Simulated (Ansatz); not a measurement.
# Pr (P6_3/mmc) in Ansatz: single point with PBE

Aim: the single point of Pr with PBE.

Program: Ansatz 0.2.0. These are calculated values, not measurements. Logs are shortened: lines on timing, memory, paths and dates and some standing lists are left out, and cuts for length are marked.

## 1. Starting point

It takes space group P6_3/mmc (No. 194, hexagonal). The conventional cell has a = 3.669 Å, b = 3.669 Å, c = 5.920 Å, α = 90.00°, β = 90.00°, γ = 120.00°. Pr (site symmetry -6m2) is surrounded by 12 Pr at 3.64 to 3.67 Å.

This isn't the form of Pr at room conditions, which is double hcp.

## 2. Single point, PBE, collinear spin, ferromagnetic start

File input.yaml:

```yaml
crystal:
  lattice:
    - [3.669, 0.0, 0.0]
    - [-1.8345, 3.1774472065, 0.0]
    - [0.0, 0.0, 5.92]
  atoms:
    - { symbol: Pr, position: [0.6666666667, 0.3333333333, 0.75], spin: 3.5 }
    - { symbol: Pr, position: [0.3333333333, 0.6666666667, 0.25], spin: 3.5 }
hamiltonian:
  xc: pbe
  pseudopotentials: { kind: paw }
magnetization:
  spin_polarized: true
kpoints:
  mp_grid: { grid: [8, 8, 5] }
scf:
  occupations: { method: fermi_dirac, width: 0.05 }
output:
  forces: true
  stress: true
  eigenvalues: true
  write_density: true
  write_potential: true
  elf: true
  volumetric_format: npy
```

Potentials or basis: Ansatz PAW.

Launch:

```console
> ansatz run input.yaml --threads 2 --pin off --max-ram 5120MiB --backend cpu --events-out ev --progress --plain --runs-dir out
```

Standard output:

```text
Warning: where this run starts from atoms, the 4f shell of Pr (site 0, from 0) starts with a moment of 2.02 μB, by Hund's first rule and in the place of the 3.50 μB that the deck gives it, the electrons of either spin spread evenly over its orbitals. The first iterations hold it so, then one of them chooses the order of the orbitals in the run's own bands; that SCF has its whole band count from the start. From atoms the spins of two such shells start parallel, and a state with them opposed can lie lower; the other sense is tried behind the close alone, where the run goes by scf.lower_state_search: standard or full and nothing bars that. To start from spheres of the given moment, with no order chosen, type scf.initial_density.shell_occupations: []
Warning: where this run starts from atoms, the 4f shell of Pr (site 1, from 0) starts with a moment of 2.02 μB, by Hund's first rule and in the place of the 3.50 μB that the deck gives it, the electrons of either spin spread evenly over its orbitals. The first iterations hold it so, then one of them chooses the order of the orbitals in the run's own bands; that SCF has its whole band count from the start. From atoms the spins of two such shells start parallel, and a state with them opposed can lie lower; the other sense is tried behind the close alone, where the run goes by scf.lower_state_search: standard or full and nothing bars that. To start from spheres of the given moment, with no order chosen, type scf.initial_density.shell_occupations: []
Warning: RAYON_NUM_THREADS=2 ignored (pool sized by the plan → 2); use --threads N
band count auto-derived: 30 (N_el = 26.0; filled up to band 13; 21 by the electrons, moments and atoms)
Engine: ansatz 0.2.0, aarch64-unknown-linux-gnu
Pseudopotentials: kind: paw
Pseudopotential: Pr, paw, valence charge 13, recommended cutoff 420 eV (normal), Pr.paw.azcp
Functional definition: PBE
  parameter kappa = 0.804
  parameter beta = 0.06672455060314922
  exchange = pbe_x(kappa = kappa, mu = beta*pi^2/3)
  correlation = pbe_c(beta = beta)
Crystal: 2 atoms, lattice volume = 69.016 Å³
Basis set: ecut = 420 eV, 1339 PW (Γ), exchange–correlation on 50×50×80 points (8 copies of the dense FFT grid, shifted against one another)
Bands: 30, of which v1, the nominal top of the filled ones, is band 13 counted from 1 (12 counted from 0)
Symmetry: 24 space group operations
Space group: P63/mmc (ITA 194), of the structure as read, at distance tolerance 4.1e-5 Å
Magnetic group: BNS 194.263 (UNI 1493), of the structure as read, at distance tolerance 4.1e-5 Å
k-points: 30 of 320
Non-local potential: Pr, projectors of the file, l = 0: 3, l = 1: 2, l = 2: 2, l = 3: 3
PAW form: soft (Blöchl's): semilocal exchange-correlation on the pseudo side does not see the compensation charge
PAW one-centre angular grid: Pr, 590 points (default); XC on 64 Gauss nodes
Initial density: superposition of atomic densities (chi_scale 0.1, normalization cell)
Initial wavefunctions: pseudopotential atomic-orbital guess
Functional: x = pbe(κ = 0.804, μ = 0.2195149727645171), c = pbe(β = 0.06672455060314922)
SCF iter   1: F=—  HF=-13867.870569 eV  |F-HF|=—  |Δ(HF+E_count)|=         —  Δρ=3.40e-2 (↑3.01e-2 ↓3.40e-2)  dr2=2.24e-1  dr2_m=6.08e-1  M=4.407 μB ∫|m|=4.407 μB  β_m=0.30  ethr=3.10e-3  ⟨swp⟩=5.2  Hψ=6658  notcnv=0
preconditioner: auto → Kerker (q_TF=auto, 2.319 Å⁻¹)  [metal: Δε(μ)=0.001 eV  Ē_g=11.310 eV  σ=0.050 eV  W_gap=0.01  n_scr=22 (ndim 8)  ℏωp=21.0 eV  f_vac=0.000  D(μ)=28.56/eV (n_scr^D=724)]
spin=Collinear: Kerker preconditioning applied to the charge; magnetization (m = ρ↑ − ρ↓) channel mixes plain (no charge-response kernel on spin).
SCF iter   2: F=—  HF=-13868.429329 eV  |F-HF|=—  |Δ(HF+E_count)|=   5.59e-1  Δρ=2.45e-2 (↑2.26e-2 ↓2.45e-2)  dr2=7.51e-2  dr2_m=3.38e-1  M=4.529 μB ∫|m|=4.529 μB  β_m=0.62  ethr=8.61e-4  ⟨swp⟩=2.0  Hψ=3641  notcnv=0  defer=80
SCF iter   3: F=—  HF=-13868.994873 eV  |F-HF|=—  |Δ(HF+E_count)|=   5.66e-1  Δρ=7.12e-3 (↑7.12e-3 ↓3.91e-3)  dr2=7.83e-3  dr2_m=1.81e-2  M=4.953 μB ∫|m|=4.953 μB  β_m=0.81  ethr=2.89e-4  ⟨swp⟩=2.2  Hψ=3557  notcnv=0  defer=84
SCF iter   4: F=—  HF=-13868.900589 eV  |F-HF|=—  |Δ(HF+E_count)|=         —  Δρ=2.08e-2 (↑2.08e-2 ↓9.44e-4)  dr2=7.63e-2  dr2_m=6.99e-2  M=5.117 μB ∫|m|=5.117 μB  β_m=0.81  ethr=3.01e-5  ⟨swp⟩=2.0  Hψ=3516  notcnv=0  defer=84
Mixer restart at iter 4: flushing history
[... 27 lines left out ...]
Mixer restart at iter 5: flushing history
SCF iter   6: F=—  HF=-13868.708035 eV  |F-HF|=—  |Δ(HF+E_count)|=         —  Δρ=2.20e-2 (↑2.20e-2 ↓3.47e-3)  dr2=2.55e-1  dr2_m=8.78e-2  M=5.699 μB ∫|m|=5.699 μB  β_m=0.81  ethr=3.00e-5  ⟨swp⟩=5.3  Hψ=15576  notcnv=0  defer=288
Mixer restart at iter 6: flushing history
SCF iter   7: F=—  HF=-13868.840468 eV  |F-HF|=—  |Δ(HF+E_count)|=   1.32e-1  Δρ=3.50e-3 (↑3.50e-3 ↓1.89e-3)  dr2=1.20e-2  dr2_m=1.75e-3  M=5.754 μB ∫|m|=5.754 μB  β_m=0.73  ethr=3.00e-5  ⟨swp⟩=4.9  Hψ=14268  notcnv=0  defer=317
SCF iter   8: F=—  HF=-13868.799913 eV  |F-HF|=—  |Δ(HF+E_count)|=   4.06e-2  Δρ=4.87e-3 (↑4.87e-3 ↓4.92e-4)  dr2=1.39e-2  dr2_m=3.66e-3  M=5.714 μB ∫|m|=5.714 μB  β_m=0.86  ethr=3.00e-5  ⟨swp⟩=3.2  Hψ=9105  notcnv=0  defer=358
SCF iter   9: F=—  HF=-13868.853381 eV  |F-HF|=—  |Δ(HF+E_count)|=   5.35e-2  Δρ=2.30e-3 (↑2.30e-3 ↓3.40e-4)  dr2=4.91e-3  dr2_m=7.75e-4  M=5.658 μB ∫|m|=5.658 μB  β_m=0.93  ethr=3.00e-5  ⟨swp⟩=3.1  Hψ=8321  notcnv=0  defer=361
SCF iter  10: F=—  HF=-13868.856454 eV  |F-HF|=—  |Δ(HF+E_count)|=   3.07e-3  Δρ=5.53e-4 (↑5.53e-4 ↓1.38e-4)  dr2=3.03e-4  dr2_m=4.63e-5  M=5.641 μB ∫|m|=5.641 μB  β_m=0.97  ethr=1.89e-5  ⟨swp⟩=2.1  Hψ=7753  notcnv=0  defer=357
SCF iter  11: F=—  HF=-13868.856758 eV  |F-HF|=—  |Δ(HF+E_count)|=   3.04e-4  Δρ=1.22e-4 (↑1.22e-4 ↓4.79e-5)  dr2=1.12e-5  dr2_m=3.04e-6  M=5.630 μB ∫|m|=5.630 μB  β_m=0.98  ethr=1.16e-6  ⟨swp⟩=2.0  Hψ=6952  notcnv=0  defer=357
SCF iter  12: F=—  HF=-13868.856786 eV  |F-HF|=—  |Δ(HF+E_count)|=   2.81e-5  Δρ=2.69e-5 (↑2.69e-5 ↓2.27e-5)  dr2=2.95e-7  dr2_m=2.80e-7  M=5.625 μB ∫|m|=5.625 μB  β_m=0.99  ethr=4.30e-8  ⟨swp⟩=2.0  Hψ=5811  notcnv=0  defer=357
SCF iter  13: F=—  HF=-13869.602554 eV  |F-HF|=—  |Δ(HF+E_count)|=         —  Δρ=2.49e-2 (↑2.49e-2 ↓2.26e-4)  dr2=6.43e-2  dr2_m=9.88e-2  M=5.615 μB ∫|m|=5.615 μB  β_m=1.00  ethr=1.13e-9  ⟨swp⟩=2.8  Hψ=5884  notcnv=0  defer=357
Mixer restart at iter 13: flushing history
SCF iter  14: F=—  HF=-13868.816735 eV  |F-HF|=—  |Δ(HF+E_count)|=   7.86e-1  Δρ=2.76e-3 (↑2.76e-3 ↓6.59e-4)  dr2=1.98e-3  dr2_m=1.10e-3  M=5.623 μB ∫|m|=5.623 μB  β_m=0.99  ethr=1.92e-4  ⟨swp⟩=3.7  Hψ=9202  notcnv=0  defer=344
SCF iter  15: F=—  HF=-13868.819334 eV  |F-HF|=—  |Δ(HF+E_count)|=   2.60e-3  Δρ=1.30e-3 (↑1.30e-3 ↓2.39e-4)  dr2=5.94e-4  dr2_m=2.80e-4  M=5.613 μB ∫|m|=5.613 μB  β_m=1.00  ethr=7.60e-6  ⟨swp⟩=2.1  Hψ=7381  notcnv=0  defer=351
SCF iter  16: F=—  HF=-13868.820249 eV  |F-HF|=—  |Δ(HF+E_count)|=         —  Δρ=8.37e-4 (↑8.37e-4 ↓1.17e-4)  dr2=1.90e-4  dr2_m=1.16e-4  M=5.616 μB ∫|m|=5.616 μB  ethr=2.28e-6  ⟨swp⟩=2.0  Hψ=7275  notcnv=0  defer=361
Mixer restart at iter 16: flushing history
SCF iter  17: F=—  HF=-13868.856791 eV  |F-HF|=—  |Δ(HF+E_count)|=         —  Δρ=2.61e-5 (↑2.61e-5 ↓5.06e-6)  dr2=9.26e-8  dr2_m=1.14e-7  M=5.622 μB ∫|m|=5.622 μB  β_m=1.00  ethr=1.13e-9  ⟨swp⟩=5.2  Hψ=13235  notcnv=0  defer=229
SCF iter  18: F=—  HF=-13868.856791 eV  |F-HF|=—  |Δ(HF+E_count)|=   5.59e-7  Δρ=1.77e-5 (↑1.77e-5 ↓2.29e-6)  dr2=4.01e-8  dr2_m=4.87e-8  M=5.622 μB ∫|m|=5.622 μB  β_m=1.00  ethr=3.56e-10  ⟨swp⟩=2.2  Hψ=6437  notcnv=0  defer=230
SCF iter  19: F=—  HF=-13868.856792 eV  |F-HF|=—  |Δ(HF+E_count)|=   8.97e-7  Δρ=1.57e-5 (↑1.57e-5 ↓9.49e-7)  dr2=2.95e-8  dr2_m=3.79e-8  M=5.622 μB ∫|m|=5.622 μB  β_m=0.32  ethr=1.54e-10  ⟨swp⟩=2.0  Hψ=5566  notcnv=0  defer=230
SCF iter  20: F=—  HF=-13868.856793 eV  |F-HF|=—  |Δ(HF+E_count)|=   9.67e-7  Δρ=1.42e-5 (↑1.42e-5 ↓1.55e-6)  dr2=2.47e-8  dr2_m=3.17e-8  M=5.622 μB ∫|m|=5.622 μB  β_m=0.29  ethr=1.14e-10  ⟨swp⟩=2.0  Hψ=5628  notcnv=0  defer=230
SCF iter  21: F=—  HF=-13868.856794 eV  |F-HF|=—  |Δ(HF+E_count)|=   1.27e-6  Δρ=1.27e-5 (↑1.27e-5 ↓3.73e-6)  dr2=2.95e-8  dr2_m=2.88e-8  M=5.622 μB ∫|m|=5.622 μB  β_m=0.31  ethr=9.49e-11  ⟨swp⟩=2.0  Hψ=5738  notcnv=0  defer=231
SCF iter  22: F=—  HF=-13868.856796 eV  |F-HF|=—  |Δ(HF+E_count)|=   1.38e-6  Δρ=1.07e-5 (↑1.07e-5 ↓5.27e-6)  dr2=2.93e-8  dr2_m=2.58e-8  M=5.622 μB ∫|m|=5.622 μB  β_m=0.18  ethr=9.49e-11  ⟨swp⟩=2.2  Hψ=5996  notcnv=0  defer=231
SCF iter  23: F=—  HF=-13868.856797 eV  |F-HF|=—  |Δ(HF+E_count)|=   1.50e-6  Δρ=1.07e-5 (↑1.07e-5 ↓3.61e-6)  dr2=1.37e-8  dr2_m=2.56e-8  M=5.621 μB ∫|m|=5.621 μB  β_m=0.98  ethr=9.49e-11  ⟨swp⟩=3.5  Hψ=7695  notcnv=0  defer=231
SCF iter  24: F=—  HF=-13868.856796 eV  |F-HF|=—  |Δ(HF+E_count)|=   8.37e-7  Δρ=1.90e-5 (↑1.90e-5 ↓1.64e-6)  dr2=5.82e-8  dr2_m=6.37e-8  M=5.620 μB ∫|m|=5.620 μB  β_m=0.99  ethr=5.25e-11  ⟨swp⟩=3.0  Hψ=7472  notcnv=0  defer=230  recentre
SCF iter  25: F=—  HF=-13868.856797 eV  |F-HF|=—  |Δ(HF+E_count)|=   6.10e-7  Δρ=1.25e-5 (↑1.25e-5 ↓1.34e-6)  dr2=3.02e-8  dr2_m=2.40e-8  M=5.620 μB ∫|m|=5.620 μB  β_m=0.99  ethr=5.25e-11  ⟨swp⟩=2.0  Hψ=5737  notcnv=0  defer=230
SCF iter  26: F=—  HF=-13868.856798 eV  |F-HF|=—  |Δ(HF+E_count)|=   7.19e-7  Δρ=2.34e-6 (↑2.34e-6 ↓9.86e-7)  dr2=9.28e-10  dr2_m=1.30e-9  M=5.620 μB ∫|m|=5.620 μB  β_m=1.00  ethr=5.25e-11  ⟨swp⟩=3.5  Hψ=7711  notcnv=0  defer=231
SCF iter  27: F=-13868.856798 eV  HF=-13868.856798 eV  |F-HF|=1.54e-8  |Δ(HF+E_count)|=   1.36e-8  Δρ=5.30e-6 (↑5.30e-6 ↓1.23e-6)  dr2=1.76e-8  dr2_m=5.13e-9  M=5.621 μB ∫|m|=5.621 μB  ethr=3.57e-12  ⟨swp⟩=6.9  Hψ=20044  notcnv=0
SCF 2 converged in 27 iterations: F = -13868.856798 eV  dr2 = 1.76e-8
SCF converged after 27 iterations
Magnetization: 5.6206 μB (15.8103 up, 10.1897 down)
Absolute magnetization: 5.6206 μB (∫|ρ↑−ρ↓|, with the PAW one-centre terms)
Spin contamination: 0.0186 ħ² per cell (⟨S²⟩ above its minimum at these occupations)
Per-site moments (μB) at R_I (Å): [(2.5383926114840705, 1.5014539330170371), (2.5383926114840705, 1.5014539330170371)]
Free energy (F): -13868.856798 eV
Harris-Foulkes:  -13868.856798 eV  (|F-HF|=1.54e-8)
Internal energy: -13868.764329 eV  (E = F + TS)
E sigma→0 (E₀):  -13868.810563 eV
Entropy (-TS):   -0.092469 eV (-46.234 meV/atom)
Fermi energy:    12.085767 eV
--- Per-component energies (eV) ---
  E_band       = -45.337856
  E_kinetic    = 679.195332
  E_local      = -1214.915370  (includes V_loc(G=0)·N_el)
  E_nonlocal   = 138.835302
  E_hartree    = 423.461395
  E_xc         = -442.501478
  E_vxc        = -484.799283  (∫ρ·V_xc dr)
  E_paw        = -11294.048328  (= ΣΔE_a)
  E_vpaw       = -10.571646  (= ΣTr[D̂ρ^β])
  E_aug_tail   = -0.000000  (compensation charges beyond the density's cutoff)
  E_ewald      = -2158.791182
  E_smearing   = -0.092469  (= −TS)
  E_closure    = 0.000000  (closes the sum)
  Σ components = -13868.856798   (vs F -13868.856798, Δ=0.00e0)
--- Forces (eV/Å), atoms counted from 1 ---
  atom   1  Pr     0.01696377     0.00979404     0.00000000
  atom   2  Pr    -0.01696377    -0.00979404     0.00000000
  max |Σ_I F_I| component: 0.00e0 eV/Å
--- Stress (GPa, compression-positive) ---
        0.022034       0.210352      -0.000000
        0.210352      -0.220860       0.000000
        0.000000       0.000000       0.071816
  P = ⅓ Tr σ = -0.0423 GPa (-0.423 kbar)
--- Band table (eV; the first three rows and the last of 126) ---
  k-point 0 ↑: bands = ["-24.0365", "-23.8612", "-6.7030", "-5.5797", "-5.5712", "-5.4030", "-5.3916", "-5.3717", "8.1741", "9.9064", "11.6317", "11.7158", "11.7793", "11.9031", "11.9474", "12.0046", "12.4955", "12.5284", "12.5565", "12.5725", "12.6760", "12.6977", "12.9121", "12.9167", "13.6267", "13.6320", "13.6459", "14.2742", "14.2855", "14.5028"]
  k-point 1 ↑: bands = ["-24.0201", "-23.8783", "-6.5890", "-5.5631", "-5.5606", "-5.5084", "-5.4201", "-5.4088", "8.4834", "9.9461", "11.6387", "11.7029", "11.7415", "11.9119", "11.9272", "11.9857", "12.4763", "12.5513", "12.5665", "12.5930", "12.6944", "12.7558", "12.9157", "12.9193", "13.4410", "13.4496", "13.4677", "13.9891", "14.0612", "14.0705"]
  k-point 2 ↑: bands = ["-23.9769", "-23.9228", "-6.2797", "-5.8724", "-5.5194", "-5.5079", "-5.4648", "-5.4535", "9.2365", "9.8595", "11.5825", "11.6150", "11.7480", "11.8418", "11.9341", "11.9595", "12.4633", "12.5200", "12.6161", "12.6767", "12.6949", "12.7719", "12.9140", "12.9232", "13.2279", "13.3169", "13.3475", "13.3586", "13.6417", "13.6539"]
  k-point 62 ↓: bands = ["-22.7395", "-22.7208", "-5.7648", "-5.6860", "-4.8836", "-4.8434", "-4.7383", "-4.7301", "10.5878", "10.8964", "12.1101", "12.3909", "13.3215", "13.4624", "13.5309", "13.5352", "13.6097", "13.6180", "13.8100", "13.8218", "13.8722", "13.9909", "14.1417", "14.1608", "14.2192", "14.2298", "15.2712", "15.4575", "16.0441", "16.4946"]
```

It took 81 s on 2 threads of Arm Neoverse V2, shared host; peak memory 0.6 GiB.

What came out:

```yaml
Free_energy: -13868.8568 eV
Pressure: 0.0 GPa
Band_gap_on_the_k_mesh: none (metal or under the smearing width)
Net_moment: 5.62 μB per cell
Absolute_moment: 5.62 μB per cell
Site_moments: Pr +2.54 μB
```

Caveat: the magnetic or orbital state may not be the lowest; spin-orbit coupling is left out, which moves the levels of the heavy elements. The state reached can hang on the start; a lower one may exist.
